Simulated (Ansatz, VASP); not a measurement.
Given: the input of a run of VASP 6.6.1 on SnO2 (Cassiterite). 

INCAR

```
PREC     = Accurate       # precision mode
ENCUT    = 600            # plane-wave cutoff, eV
EDIFF    = 1E-7           # SCF threshold, eV
ISMEAR   = -1             # smearing method
SIGMA    = 0.05           # smearing width, eV
LREAL    = F              # projectors in reciprocal space
LASPH    = T              # aspherical terms in the spheres
NELM     = 80             # most SCF steps
ALGO     = Fast           # electronic algorithm
ISIF     = 3              # what is computed and relaxed
LWAVE    = F              # write WAVECAR
LCHARG   = F              # write CHGCAR
GGA      = RP             # functional
IVDW     = 12             # dispersion correction
IBRION   = 2              # ionic algorithm
NSW      = 40             # ionic steps
EDIFFG   = -0.005         # ionic threshold
```

File KPOINTS:

```
Automatic mesh
0
Gamma
  6 6 8
```

Contents of POSCAR:

```
SnO2
1.0
    4.7380000000      0.0000000000      0.0000000000
    0.0000000000      4.7380000000      0.0000000000
    0.0000000000      0.0000000000      3.1865000000
Sn O
2 4
Direct
    0.5000000000      0.5000000000      0.5000000000
    0.0000000000      0.0000000000      0.0000000000
    0.8071000000      0.1929000000      0.5000000000
    0.6929000000      0.6929000000      0.0000000000
    0.1929000000      0.8071000000      0.5000000000
    0.3071000000      0.3071000000      0.0000000000
```

Potentials or basis: VASP PAW PBE potentials, release 64 (Sn_d, O).

The run is started by

```console
$ cat potpaw_PBE.64/Sn_d/POTCAR potpaw_PBE.64/O/POTCAR > POTCAR
$ mpirun -np 1 vasp_std > vasp.out
```

Problem. What does the same run look like in Ansatz 0.2.0? Potentials or basis there: Ansatz PAW, cutoff 420 eV.

Solution. As run (cutoffs and basis follow the program's own potentials, and thresholds, step limits or extra output files can differ):

The input input.yaml:

```yaml
crystal:
  lattice:
    - [4.738, 0.0, 0.0]
    - [0.0, 4.738, 0.0]
    - [0.0, 0.0, 3.1865]
  atoms:
    - { symbol: Sn, position: [0.5, 0.5, 0.5] }
    - { symbol: Sn, position: [0.0, 0.0, 0.0] }
    - { symbol: O, position: [0.8071, 0.1929, 0.5] }
    - { symbol: O, position: [0.6929, 0.6929, 0.0] }
    - { symbol: O, position: [0.1929, 0.8071, 0.5] }
    - { symbol: O, position: [0.3071, 0.3071, 0.0] }
hamiltonian:
  xc: rpbe
  pseudopotentials: { kind: paw }
  dispersion: d3bj
kpoints:
  mp_grid: { grid: [6, 6, 8] }
scf:
  occupations: { method: fermi_dirac, width: 0.05 }
output:
  forces: true
  stress: true
relax:
  f_tol: 0.01
  max_steps: 40
  cell: { stress_tol: 0.05 }
```

Potentials or basis: Ansatz PAW.

Launch:

```console
$ ansatz run input.yaml --threads 2 --pin off --max-ram 5632MiB --backend cpu --events-out ev --progress --plain --runs-dir out
```

Both were run:

|  | VASP | Ansatz |
| --- | --- | --- |
| Relaxed volume | 11.90 Å³/atom | 11.87 Å³/atom |
| Relaxed cell | a = 4.723 Å, b = 4.723 Å, c = 3.199 Å, α = 90.00°, β = 90.00°, γ = 90.00° | a = 4.721 Å, b = 4.721 Å, c = 3.196 Å, α = 90.00°, β = 90.00°, γ = 90.00° |
| Space group after relaxing | P4_2/mnm (No. 136) | P4_2/mnm (No. 136) |
| Pressure after relaxing | 0.0 GPa | 0.0 GPa |

Ansatz's pressure holds a Pulay term of +0.75 GPa for its cutoff of 420 eV, which the other run lacks.

VASP's potentials were made for PBE. Ansatz's potentials were made for PBE.

Where Ansatz's input types no cutoff or centring, it takes its own default and a Γ-centred mesh.

Pressure is positive in compression.
